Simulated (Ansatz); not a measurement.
Strain response of Sn

Theory: Ansatz, DFT r2SCAN, scalar-relativistic, plane waves, PAW. Run with 500 eV cutoff, 12×12×8 k-mesh, Gaussian smearing of 0.10 eV, no spin polarisation.

The relaxed crystal:

```
Sn
1.0
     3.28227    3.28227    0.00000
    -3.28227    3.28227    0.00000
     0.00000    0.00000    6.56453
Sn
4
Direct
  0.00000 0.00000 0.50000
  0.00000 0.50000 0.25000
  0.50000 0.50000 0.00000
  0.50000 0.00000 0.75000
```

Deformation: biaxial strain in the a-b plane, with the length and tilt of c and the atoms relaxed, all within the symmetry that the strain leaves. Energies are extrapolated to zero smearing.

Question: Give the structure at +3.0 %.

Answer:
```
Sn
1.0
     3.38073    3.38073    0.00000
    -3.38073    3.38073    0.00000
     0.00000    0.00000    6.38261
Sn
4
Direct
  0.00000 0.00000 0.50000
  0.00000 0.50000 0.25000
  0.50000 0.50000 0.00000
  0.50000 0.00000 0.75000
```
Space group I4_1/amd (141), 12.5 meV/atom over the relaxed crystal.